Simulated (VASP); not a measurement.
Set up this calculation in VASP 6.6.1, as the native input.

```yaml
Task: relaxation of cell and atoms
Functional: PBEsol
Potentials_or_basis: VASP PAW PBE potentials, release 64 (Ga_d, P)
Cutoff: 600 eV
k_mesh: 8 × 8 × 8
Occupations: gaussian, width 0.03 eV
Spin: no spin polarisation
Further_INCAR_settings: ALGO = Normal; EDIFF = 1e-07; IBRION = 2; EDIFFG = -0.005; NSW = 90; ISIF = 3
```

The structure of GaP lies in POSCAR:

```
GaP                                     
1.0
   -0.0000000000      2.7184163019      2.7184163019
    2.7184163019      0.0000000000      2.7184163019
    2.7184163019      2.7184163019      0.0000000000
  Ga              P             
     1     1
Direct
     0.0000000000000000    0.0000000000000000    0.0000000000000000
     0.2500000000000000    0.2500000000000000    0.2500000000000000
```

These files were run (other wordings do the same):

INCAR

```
ALGO = Normal
EDIFF = 1E-7
EDIFFG = -0.005
ENCUT = 600
GGA = PS
IBRION = 2
ISIF = 3
ISMEAR = 0
KPAR = 8
LASPH = True
LCHARG = False
LREAL = False
LWAVE = False
NELM = 80
NSW = 90
PREC = Accurate
SIGMA = 0.03
```

KPOINTS

```
k-points
0
Gamma
  8 8 8
```

Potentials or basis: VASP PAW PBE potentials, release 64 (Ga_d, P).

Launch:

```bash
$ cat potpaw_PBE.64/Ga_d/POTCAR potpaw_PBE.64/P/POTCAR > POTCAR
$ mpirun -np 8 vasp_std > vasp.out
```

Results of the run:

* Pressure after relaxing: 0.0 GPa
* Band gap on the k mesh: 1.50 eV, indirect (least direct gap 1.81 eV)

Caveat: the relaxation stopped at its first step, so nothing moved; the PAW data sets were made with another functional, which shifts forces and pressure a little.

Run time: 11 s on 8 MPI ranks on Intel(R) Xeon(R) Platinum 8259CL CPU @ 2.50GHz (Skylake/Cascade Lake), on a shared host, peak memory 0.19 GiB a rank.
